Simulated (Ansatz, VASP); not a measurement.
**Mg in VASP and in Ansatz**

```
Mg
1.0
     3.14509    0.00000    0.00000
    -1.57254    2.72372    0.00000
     0.00000    0.00000    5.21033
Mg
2
Direct
  0.33333 0.66667 0.25000
  0.66667 0.33333 0.75000
```

Change from the starting cell: equal xx and yy strain of -2 %.

Alike in both runs: task single point; functional LDA; k mesh 12 × 12 × 7; occupations fermi-dirac, width 0.05 eV; no spin polarisation.

```csv
,VASP,Ansatz
version,VASP 6.6.1,Ansatz 0.2.0
potentials or method,"VASP PAW LDA potentials, release 64 (Mg), cutoff 520 eV","all-electron LAPW, scalar-relativistic"
```

VASP gave:

* pressure (GPa): -1.5
* largest component of the traceless stress (GPa): 1.51

**Question.** Estimate Ansatz's values.

**Answer.** Pressure (GPa): -1.2; largest component of the traceless stress (GPa): 1.51.

Ansatz ran all-electron here, so the differences hold the error of VASP's frozen core and of both bases.
